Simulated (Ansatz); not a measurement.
# Two Ansatz runs on BaS

The cell was built from the zincblende type and relaxed in the same program, and has space group F-43m; it needn't be a known or the stable phase.

First run: DFT, PBE, PAW with Ansatz's default frozen-core files, scalar-relativistic (Ansatz 0.2.0).

Command: `ansatz run input.yaml --threads 1 --pin off --max-ram 2048MiB --backend cpu --events-out ev --progress --plain --runs-dir out` The run took 11 s on 1 thread of AMD EPYC 9R45 (Zen 5), with other jobs on the host, peak memory 0.48 GiB.

```yaml
crystal:
  lattice:
    - [0.0, 3.5161364223, 3.5161364223]
    - [3.5161364223, 0.0, 3.5161364223]
    - [3.5161364223, 3.5161364223, 0.0]
  atoms:
    - { symbol: Ba, position: [0.0, 0.0, 0.0] }
    - { symbol: S, position: [0.25, 0.25, 0.25] }
kpoints:
  mp_grid: { grid: [9, 9, 9] }
  band_path:
    path:
      - [0.0, 0.0, 0.0]
      - [-0.5, -0.5, 0.0]
      - [-0.375, -0.375, 0.25]
      - [-0.375, 0.0, 0.375]
      - [0.0, 0.0, 0.0]
      - [0.0, 0.0, 0.5]
      - [-0.5, -0.25, 0.25]
      - [-0.5, -0.5, 0.0]
    npoints: 14
scf:
  occupations: { method: fermi_dirac, width: 0.08 }
hamiltonian:
  xc: pbe
  pseudopotentials: { kind: paw }
output:
  forces: true
  stress: true
  eigenvalues: true
  efg: { contact_densities: true }
  populations: true
  bader: true
  dos: { projected: true, de: 0.2, e_range: [-14, 8] }
  write_density: true
  write_potential: true
  elf: true
  volumetric_format: npy
```

Result: converged; pressure 0.04 GPa; gap on the k mesh 2.78 eV (the mesh can miss the band edges); 6 SCF iterations.

No spin–orbit coupling, which matters for the heavy atoms here.

The input is then changed:

```diff
@@ -21,8 +21,8 @@
     npoints: 14
 scf:
-  occupations: { method: fermi_dirac, width: 0.08 }
+  occupations: { method: methfessel_paxton, width: 0.001 }
 hamiltonian:
   xc: pbe
-  pseudopotentials: { kind: paw }
+  pseudopotentials: { kind: paw, source: jth }
 output:
   forces: true
@@ -31,9 +31,3 @@
   efg: { contact_densities: true }
   populations: true
-  bader: true
-  dos: { projected: true, de: 0.2, e_range: [-14, 8] }
-  write_density: true
-  write_potential: true
-  elf: true
-  volumetric_format: npy
```

(1) Predict the outcome of the changed run.

Answers

(1) It converged; pressure 0.39 GPa; gap on the k mesh 2.79 eV (the mesh can miss the band edges); 7 SCF iterations.
